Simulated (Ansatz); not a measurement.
The guess for SiO₂ was made by a generator: 4-connected net, bridging atoms on its edges (P4_122, No. 91). Its size is a rough estimate.

```
CELL_PARAMETERS angstrom
6.29951 0.00000 0.00000
0.00000 6.29951 0.00000
0.00000 0.00000 4.86345
ATOMIC_POSITIONS crystal
Si 0.33849 0.00000 0.75000
Si 0.66151 0.00000 0.25000
Si 0.00000 0.33849 0.00000
Si 0.00000 0.66151 0.50000
O 0.50000 0.00000 0.50000
O 0.50000 0.00000 0.00000
O 0.16924 0.16924 0.87500
O 0.16924 0.83076 0.62500
O 0.83076 0.16924 0.12500
O 0.83076 0.83076 0.37500
O 0.00000 0.50000 0.75000
O 0.00000 0.50000 0.25000
```

All numbers below come from Ansatz, DFT PBE, scalar-relativistic, plane waves, PAW. Cutoff 420 eV, Gaussian smearing, Γ-centred meshes. Cell and atoms relax first on a coarse mesh and then on a converged one. In between, the cell is made exact in the group found at 0.06 Å. The steps can't lower the symmetry of their start. No spin polarisation.

A guess keeps its type if space group and coordination stay and the shape of the cell changes little (axis ratios within about 15 %, angles within 6°); the volume may change.

Task: Does this structure survive the relaxation?

Result: It keeps its type. The symmetry stays P4_122 (No. 91). The volume per atom shrinks by 8.2 %, from 16.1 to 14.8 Å³. The shortest distance goes from 1.59 Å (Si–O) to 1.62 Å (Si–O). The ratio c/a of the conventional cell changes by a factor of 1.01. Counting neighbours within 15 % of an atom's shortest distance, the start has O 2, Si 4 and the end O 2, Si 4.

The last run used a 4×4×6 mesh (in the run's order of axes) for its 12-atom cell and Gaussian smearing of 0.02 eV. Symmetry constrained the relaxation, so the result can be a saddle point.
